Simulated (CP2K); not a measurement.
# TiO2 (Cmcm) in CP2K: notebook, part 2 of 2

CP2K 2026.2. Earlier steps stand in the parts before.

## (3) Projected density of states, LDA+U

tio2_pdos.inp

```
&GLOBAL
  PROJECT tio2_pdos
  RUN_TYPE ENERGY_FORCE
  PRINT_LEVEL LOW
&END GLOBAL
&FORCE_EVAL
  METHOD QS
  STRESS_TENSOR ANALYTICAL
  &DFT
    BASIS_SET_FILE_NAME BASIS_MOLOPT
    POTENTIAL_FILE_NAME GTH_POTENTIALS
    PLUS_U_METHOD MULLIKEN
    &MGRID
      CUTOFF 600
      REL_CUTOFF 60
      NGRIDS 4
    &END MGRID
    &QS
      METHOD GPW
      EPS_DEFAULT 1.0E-9
    &END QS
    &KPOINTS
      SCHEME MONKHORST-PACK 7 7 2
      GAMMA_CENTERED T
      SYMMETRY T
      SYMMETRY_BACKEND SPGLIB
    &END KPOINTS
    &SCF
      SCF_GUESS ATOMIC
      EPS_SCF 1.0E-6
      MAX_SCF 100
      ADDED_MOS 42
      CHOLESKY OFF
      EPS_EIGVAL 1.0E-7
      &DIAGONALIZATION ON
        ALGORITHM STANDARD
      &END DIAGONALIZATION
      &MIXING ON
        METHOD BROYDEN_MIXING
        ALPHA 0.4
        BETA 1.5
        NBUFFER 8
      &END MIXING
      &SMEAR ON
        METHOD FERMI_DIRAC
        ELECTRONIC_TEMPERATURE 580.23
      &END SMEAR
    &END SCF
    &XC
      &XC_FUNCTIONAL
        &LDA_X
        &END LDA_X
        &LDA_C_PW
        &END LDA_C_PW
      &END XC_FUNCTIONAL
    &END XC
    &PRINT
      &KPOINTS ON
      &END KPOINTS
      &MULLIKEN ON
      &END MULLIKEN
      &MO ON
        ENERGIES T
        OCCUPATION_NUMBERS T
        &EACH
          QS_SCF 0
        &END EACH
        ADD_LAST NUMERIC
      &END MO
      &DOS ON
        &PDOS
          COMPONENTS F
        &END PDOS
        &CURVE
          ENERGY_UNIT EV
          ENERGY_ZERO ABSOLUTE
          &BROADEN
            TYPE LORENTZIAN
            WIDTH [eV] 0.1
          &END BROADEN
        &END CURVE
        DELTA_E 0.001837
      &END DOS
    &END PRINT
  &END DFT
  &SUBSYS
    &CELL
      A 5.0179340377 0.0000000000 0.0000000000
      B -4.1518557078 2.8181121674 0.0000000000
      C 0.0000000000 0.0000000000 10.2352230000
      PERIODIC XYZ
    &END CELL
    &COORD
      SCALED
      Ti  0.8669130000 0.1330870000 0.5831420000
      Ti  0.1330870000 0.8669130000 0.4168580000
      Ti  0.8669130000 0.1330870000 0.9168580000
      Ti  0.1330870000 0.8669130000 0.0831420000
      O   0.5000000000 0.5000000000 0.5000000000
      O   0.5000000000 0.5000000000 0.0000000000
      O   0.9342350000 0.0657650000 0.7500000000
      O   0.0657650000 0.9342350000 0.2500000000
      O   0.7544000000 0.2456000000 0.1028660000
      O   0.2456000000 0.7544000000 0.8971340000
      O   0.2456000000 0.7544000000 0.6028660000
      O   0.7544000000 0.2456000000 0.3971340000
    &END COORD
    &KIND Ti
      BASIS_SET DZVP-MOLOPT-SR-GTH-q12
      POTENTIAL GTH-PADE-q12
      &DFT_PLUS_U
        L 2
        U_MINUS_J [eV] 6.0
      &END DFT_PLUS_U
    &END KIND
    &KIND O
      BASIS_SET DZVP-MOLOPT-SR-GTH-q6
      POTENTIAL GTH-PADE-q6
    &END KIND
    &PRINT
      &ATOMIC_COORDINATES ON
      &END ATOMIC_COORDINATES
      &CELL ON
      &END CELL
    &END PRINT
  &END SUBSYS
  &PRINT
    &FORCES ON
    &END FORCES
    &STRESS_TENSOR ON
    &END STRESS_TENSOR
  &END PRINT
&END FORCE_EVAL
```

Potentials or basis: GTH_POTENTIALS Ti GTH-PADE-q12, O GTH-PADE-q6; DZVP-MOLOPT-SR-GTH basis.

Started as:

```
> OMP_NUM_THREADS=1 cp2k.psmp -i tio2_pdos.inp -o tio2_pdos.out
```

tio2_pdos.out:

```text

 CP2K| version string:                                       CP2K version 2026.2
 CP2K| Input file name                                             tio2_pdos.inp

 GLOBAL| Force Environment number                                              1
 GLOBAL| Basis set file name                                        BASIS_MOLOPT
 GLOBAL| Potential file name                                      GTH_POTENTIALS
 GLOBAL| MM Potential file name                                     MM_POTENTIAL
 GLOBAL| Coordinate file name                                      __STD_INPUT__
 GLOBAL| Method name                                                        CP2K
 GLOBAL| Project name                                                  tio2_pdos
 GLOBAL| Run type                                                   ENERGY_FORCE
 GLOBAL| FFT library                                                       FFTW3
[... 8 lines left out ...]
 GLOBAL| CPU model name                                                  UNKNOWN

 CELL| Volume [angstrom^3]:                                           144.737322
 CELL| Vector a [angstrom]:       5.018     0.000     0.000   |a| =     5.017934
 CELL| Vector b [angstrom]:      -4.152     2.818     0.000   |b| =     5.017934
 CELL| Vector c [angstrom]:       0.000     0.000    10.235   |c| =    10.235223
 CELL| Angle (b,c), alpha [degree]:                                    90.000000
 CELL| Angle (a,c), beta  [degree]:                                    90.000000
 CELL| Angle (a,b), gamma [degree]:                                   145.832922
 CELL| Numerically orthorhombic:                                              NO
 CELL| Periodicity                                                           XYZ

 CELL_REF| Volume [angstrom^3]:                                       144.737322
 CELL_REF| Vector a [angstrom     5.018     0.000     0.000   |a| =     5.017934
 CELL_REF| Vector b [angstrom    -4.152     2.818     0.000   |b| =     5.017934
 CELL_REF| Vector c [angstrom     0.000     0.000    10.235   |c| =    10.235223
 CELL_REF| Angle (b,c), alpha [degree]:                                90.000000
 CELL_REF| Angle (a,c), beta  [degree]:                                90.000000
 CELL_REF| Angle (a,b), gamma [degree]:                               145.832922
 CELL_REF| Numerically orthorhombic:                                          NO
 CELL_REF| Periodicity                                                       XYZ
[... 10 lines left out ...]

  Total number of            - Atomic kinds:                                   2
                             - Atoms:                                         12
                             - Shell sets:                                    12
                             - Shells:                                        72
                             - Primitive Cartesian functions:                 64
                             - Cartesian basis functions:                    236
                             - Spherical basis functions:                    208

  Maximum angular momentum of- Orbital basis functions:                        3
                             - Local part of the GTH pseudopotential:          2
                             - Non-local part of the GTH pseudopotential:      3

 MODULE QUICKSTEP: ATOMIC COORDINATES IN ANGSTROM

   Atom Kind Element         X             Y             Z       Z(eff)     Mass
      1    1 Ti   22      3.797554      0.375054      5.968588  12.0000  47.8670
      2    1 Ti   22     -2.931476      2.443058      4.266635  12.0000  47.8670
      3    1 Ti   22      3.797554      0.375054      9.384246  12.0000  47.8670
      4    1 Ti   22     -2.931476      2.443058      0.850977  12.0000  47.8670
      5    2 O     8      0.433039      1.409056      5.117611   6.0000  15.9994
      6    2 O     8      0.433039      1.409056      0.000000   6.0000  15.9994
      7    2 O     8      4.414883      0.185333      7.676417   6.0000  15.9994
      8    2 O     8     -3.548804      2.632779      2.558806   6.0000  15.9994
      9    2 O     8      2.765834      0.692128      1.052856   6.0000  15.9994
     10    2 O     8     -1.899755      2.125984      9.182367   6.0000  15.9994
     11    2 O     8     -1.899755      2.125984      6.170468   6.0000  15.9994
[... 108 lines left out ...]
    23 Broy./Diag. 0.40E+00    5.9     0.00000031      -361.1728042114  1.28E-05

  *** SCF run converged in    23 steps ***

  Electronic density on regular grids:        -95.9999998856        0.0000001144
  Core density on regular grids:               95.9999999704       -0.0000000296
  Total charge density on r-space grids:        0.0000000848
  Total charge density g-space grids:           0.0000000848

  Overlap energy of the core charge distribution:               0.00000000000291
  Self energy of the core charge distribution:               -755.69185697739226
  Core Hamiltonian energy:                                    199.72654970725495
  Hartree energy:                                             250.50143285574072
  Exchange-correlation energy:                                -56.14242915407549
  Electronic entropic energy:                                  -0.00000000000000
  Fermi energy:                                                 0.22868201892411

  DFT+U energy:                                                 0.43349935708195

  Total energy:                                              -361.17280421138724
  Total energy (extrapolated to T->0):                       -361.17280421138724

 MO| EIGENVALUES AND OCCUPATION NUMBERS FOR K POINT 1
 MO|
 MO|  Index      Eigenvalue [a.u.]        Eigenvalue [eV]             Occupation
 MO|      1              -1.981531             -53.920205               2.000000
 MO|      2              -1.981454             -53.918092               2.000000
 MO|      3              -1.981418             -53.917120               2.000000
 MO|      4              -1.981361             -53.915570               2.000000
 MO|      5              -1.084594             -29.513305               2.000000
 MO|      6              -1.083236             -29.476348               2.000000
[... 1335 lines left out ...]
 MO|     89               1.109318              30.186066               0.000000
 MO|     90               1.109318              30.186066               0.000000
 MO| Sum:                                                              96.000000
 MO| E(Fermi):            0.228682 a.u.          6.222754 eV

 [... the levels of further k-points ...]

   Calculate DOS at iteration step                                   0
   Using a  7  7  2 MONKHORST-PACK grid

   Calculate DOS at iteration step                                   0
   Using a  7  7  2 MONKHORST-PACK grid

   Calculate k-point PDOS at iteration step                          0

 *** WARNING in qs_pdos.F:1187 :: State-resolved k-point PDOS output is ***
 *** not implemented yet                                                ***

 !-----------------------------------------------------------------------------!
                     Mulliken Population Analysis

 #  Atom  Element  Kind  Atomic population                           Net charge
       1     Ti       1         10.614429                              1.385571
       2     Ti       1         10.614429                              1.385571
       3     Ti       1         10.614429                              1.385571
       4     Ti       1         10.614429                              1.385571
       5     O        2          6.820210                             -0.820210
       6     O        2          6.820210                             -0.820210
       7     O        2          6.614795                             -0.614795
       8     O        2          6.614795                             -0.614795
       9     O        2          6.668068                             -0.668068
      10     O        2          6.668068                             -0.668068
      11     O        2          6.668068                             -0.668068
      12     O        2          6.668068                             -0.668068
 # Total charge                             96.000000                 -0.000000

 !-----------------------------------------------------------------------------!

 ENERGY| Total FORCE_EVAL ( QS ) energy [hartree]           -361.172804717226200

 FORCES| Atomic forces [hartree/bohr]
 FORCES|   Atom     x               y               z               |f|
 FORCES|      1 -6.86309008E-03  2.38475503E-03  5.44826192E-03   9.08144371E-03
 FORCES|      2  6.86309037E-03 -2.38475482E-03 -5.44826178E-03   9.08144380E-03
 FORCES|      3 -6.86309070E-03  2.38475466E-03 -5.44826173E-03   9.08144397E-03
 FORCES|      4  6.86309041E-03 -2.38475488E-03  5.44826187E-03   9.08144389E-03
 FORCES|      5 -2.18152305E-10 -6.59582239E-11 -6.96510540E-11   2.38311109E-10
 FORCES|      6  2.18172737E-10  6.59989305E-11 -6.96178683E-11   2.38331386E-10
 FORCES|      7 -1.06875080E-02  3.15446673E-03 -1.82968601E-10   1.11433158E-02
 FORCES|      8  1.06875080E-02 -3.15446673E-03 -2.10658985E-11   1.11433158E-02
 FORCES|      9 -1.09868553E-02  3.70687629E-03 -1.35392434E-02   1.78259090E-02
 FORCES|     10  1.09868554E-02 -3.70687615E-03  1.35392434E-02   1.78259091E-02
 FORCES|     11  1.09868546E-02 -3.70687639E-03 -1.35392431E-02   1.78259084E-02
 FORCES|     12 -1.09868547E-02  3.70687625E-03  1.35392431E-02   1.78259085E-02
 FORCES| Sum     1.78582843E-13  6.12040800E-14  1.53051703E-12
 FORCES| Total atomic force                                       1.54211548E-12

 STRESS| Analytical stress tensor [bar]
 STRESS|                        x                   y                   z
 STRESS|      x       -1.25464130309E+05  -1.38059790377E+02   1.72604130702E-04
 STRESS|      y       -1.38059790377E+02  -1.28481285837E+05  -2.14121567336E-04
 STRESS|      z        1.72604130702E-04  -2.14121567336E-04  -1.43089661979E+05
 STRESS| 1/3 Trace                                            -1.32345026042E+05
 STRESS| Determinant                                          -2.30657297392E+15

 STRESS| Eigenvectors and eigenvalues of the analytical stress tensor [bar]
 STRESS|                        1                   2                   3
 STRESS| Eigenvalues  -1.43089661979E+05  -1.28487590040E+05  -1.25457826105E+05
 STRESS|      x          -0.000000009679      0.045615319324      0.998959079564
 STRESS|      y           0.000000014566      0.998959079564     -0.045615319324
 STRESS|      z           1.000000000000     -0.000000014109      0.000000010333
```

Wall time 2.5 min (1 thread of Arm Neoverse V2, shared host); peak memory 1 GiB.

Results:

- Free energy: -9828.0118 eV
- Largest force: 0.917 eV/Å
- Band gap on the k mesh: 3.08 eV, indirect (least direct gap 3.20 eV)
- Mulliken charges: Ti +1.39; O -0.82, -0.61, -0.67 e

Forces on the atoms (eV/Å):
```
Ti  -0.353  0.123  0.280
Ti   0.353 -0.123 -0.280
Ti  -0.353  0.123 -0.280
Ti   0.353 -0.123  0.280
O    0.000  0.000  0.000
O    0.000  0.000  0.000
O   -0.550  0.162  0.000
O    0.550 -0.162  0.000
O   -0.565  0.191 -0.696
O    0.565 -0.191  0.696
O    0.565 -0.191 -0.696
O   -0.565  0.191  0.696
```

Levels at points of the mesh, in eV from the valence-band top:
```csv
k point,band 46,band 47,band 48,band 49,band 50,band 51
"(0.00, 0.00, 0.00)",-0.57,-0.19,-0.15,3.12,3.39,3.39
"(0.00, 0.00, 0.50)",-0.62,-0.35,-0.35,3.30,3.30,3.40
```

States per cell in windows of 0.5 eV (zero at the valence-band top; states under -8 eV left out):
```tsv
from (eV)	total
-8.0	0.01
-7.5	0.02
-7.0	0.03
-6.5	0.04
-6.0	0.07
-5.5	0.27
-5.0	2.34
-4.5	5.04
-4.0	6.05
-3.5	4.93
-3.0	4.61
-2.5	4.52
-2.0	5.52
-1.5	5.42
-1.0	5.00
-0.5	3.30
0.0	0.35
0.5	0.10
1.0	0.07
1.5	0.06
2.0	0.08
2.5	0.18
3.0	2.21
3.5	4.61
4.0	5.31
4.5	6.32
5.0	2.90
5.5	2.35
6.0	4.13
6.5	3.71
7.0	3.15
7.5	3.57
```

Caveat: Mulliken charges move with the basis; this program's U acts on Mulliken populations of all basis functions of the shell, so it isn't the U of plane-wave codes; energies scatter by some meV and the pressure isn't listed; an odd mesh through Γ misses points on the zone boundary, where band edges often lie; the basis of atomic orbitals isn't converged, which shifts pressures, moduli and gaps.

## (4) Projected density of states, LDA+U

Edit tio2_pdos.inp of step 3 so:

```diff
@@ -112,3 +112,3 @@
         L 2
-        U_MINUS_J [eV] 6.0
+        U_MINUS_J [eV] 8.0
       &END DFT_PLUS_U
```

Started as:

```
> OMP_NUM_THREADS=1 cp2k.psmp -i tio2_pdos.inp -o tio2_pdos.out
```

Wall time 2.5 min (1 thread of Arm Neoverse V2, shared host); peak memory 1 GiB.

It converged, with:

```
Free energy            : -9824.2170 eV
Largest force          : 0.998 eV/Å
Band gap on the k mesh : 3.16 eV, indirect (least direct gap 3.32 eV)
Mulliken charges       : Ti +1.48; O -0.86, -0.67, -0.72 e
```

Forces on the atoms (eV/Å):
```
Ti  -0.405  0.143  0.303
Ti   0.405 -0.143 -0.303
Ti  -0.405  0.143 -0.303
Ti   0.405 -0.143  0.303
O    0.000  0.000  0.000
O    0.000  0.000  0.000
O   -0.574  0.167  0.000
O    0.574 -0.167  0.000
O   -0.573  0.199 -0.793
O    0.573 -0.199  0.793
O    0.573 -0.199 -0.793
O   -0.573  0.199  0.793
```

Levels at points of the mesh, in eV from the valence-band top:
```csv
k point,band 44,band 45,band 46,band 47,band 48,band 49,band 50,band 51,band 52,band 53
"(0.00, 0.00, 0.00)",-0.63,-0.63,-0.59,-0.21,-0.16,3.16,3.63,3.66,3.68,4.17
"(0.00, 0.00, 0.50)",-0.68,-0.61,-0.61,-0.35,-0.35,3.35,3.35,3.66,3.66,4.54
```

States per cell in windows of 1 eV (zero at the valence-band top; states under -8 eV left out):
```csv
from (eV),total
-8.0,0.03
-7.0,0.07
-6.0,0.47
-5.0,7.61
-4.0,10.81
-3.0,9.01
-2.0,10.84
-1.0,8.25
0.0,0.51
1.0,0.12
2.0,0.16
3.0,4.16
4.0,10.55
5.0,7.34
6.0,7.82
7.0,6.01
```

Caveat: Mulliken charges move with the basis; this program's U acts on Mulliken populations of all basis functions of the shell, so it isn't the U of plane-wave codes; energies scatter by some meV and the pressure isn't listed; an odd mesh through Γ misses points on the zone boundary, where band edges often lie; the basis of atomic orbitals isn't converged, which shifts pressures, moduli and gaps.

## (5) The runs side by side

| U | gap on the mesh (eV) | largest force (eV/Å) |
| --- | --- | --- |
| Ti d U = 4.0 eV | 2.88 | 0.84 |
| Ti d U = 6.0 eV | 3.08 | 0.92 |
| Ti d U = 8.0 eV | 3.16 | 1.00 |

Alike in all rows: task projected density of states; level LDA+U; potentials or basis GTH_POTENTIALS Ti GTH-PADE-q12, O GTH-PADE-q6; DZVP-MOLOPT-SR-GTH basis; no spin polarisation; cell as given; k mesh 7 × 7 × 2; smearing fermi-dirac 0.05 eV.

Caveats: this program's U acts on Mulliken populations of all basis functions of the shell, so it isn't the U of plane-wave codes; energies scatter by some meV and the pressure isn't listed; an odd mesh through Γ misses points on the zone boundary, where band edges often lie; the basis of atomic orbitals isn't converged, which shifts pressures, moduli and gaps.

Total energies depend on the potentials used, so only differences within one code and one set of settings carry meaning.
